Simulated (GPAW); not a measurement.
Set up this calculation in GPAW 26.7.0, as an ASE script.

- Task: equation of state
- Functional: PBEsol
- Potentials or basis: PAW data sets generated in the run's folder for this functional
- Cutoff: 600 eV
- Basis: pw
- k mesh: 7 × 7 × 7
- Occupations: fermi-dirac, width 0.05 eV
- Spin: collinear spin, ferromagnetic start
- Starting moments: [1.0, 0.0] μB
- Maxiter: 150
- Eos scales: [0.94, 0.96, 0.98, 1.0, 1.02, 1.04, 1.06]

The structure of AlNi lies in POSCAR:

```
AlNi
1.0
    2.8810000000      0.0000000000      0.0000000000
    0.0000000000      2.8810000000      0.0000000000
    0.0000000000      0.0000000000      2.8810000000
Ni Al
1 1
Direct
    0.5000000000      0.5000000000      0.5000000000
    0.0000000000      0.0000000000      0.0000000000
```

These files were run (other wordings do the same):

run.py

```python
from ase.eos import EquationOfState
from ase.io import Trajectory, read
from ase.units import GPa
from gpaw import GPAW, PW, setup_paths

setup_paths.insert(0, '.')

atoms = read('POSCAR')
atoms.set_initial_magnetic_moments([1.0, 0.0])

traj = Trajectory('eos.traj', 'w')
volumes, energies = [], []
for x in [0.94, 0.96, 0.98, 1.0, 1.02, 1.04, 1.06]:
    a = atoms.copy()
    a.set_cell(atoms.cell * x**(1 / 3), scale_atoms=True)
    calc = GPAW(mode=PW(600),
                xc='PBEsol',
                kpts={'size': (7, 7, 7), 'gamma': True},
                occupations={'name': 'fermi-dirac', 'width': 0.05},
                nbands=20,
                convergence={'density': 1e-05, 'energy': 1e-05},
                maxiter=150,
                txt=f'eos-{x:.2f}.txt')
    a.calc = calc
    energies.append(a.get_potential_energy(force_consistent=True))
    volumes.append(a.get_volume())
    p = -a.get_stress()[:3].mean() / GPa
    calc.write(f'eos-{x:.2f}.gpw')
    traj.write(a)
    print(f'{x:.2f} {volumes[-1]:10.4f} A^3 {energies[-1]:14.6f} eV {p:9.3f} GPa', flush=True)

v0, e0, B = EquationOfState(volumes, energies, eos='birchmurnaghan').fit()
print(f'V0 = {v0:.4f} A^3, E0 = {e0:.6f} eV, B0 = {B / GPa:.2f} GPa')
```

Potentials or basis: PAW data sets generated in the run's folder for this functional, pw.

The run is started by

```bash
$ gpaw-setup -f PBEsol Al Ni
$ OMP_NUM_THREADS=1 python run.py
```

Results of the run:

```json
{
  "Equilibrium volume": "11.80 Å³/atom",
  "Bulk modulus": "174 GPa",
  "Pressure derivative of the bulk modulus": "4.3"
}
```

It took 2.1 min on 1 thread of Arm Neoverse V1, on a shared host, peak memory 0.21 GiB.
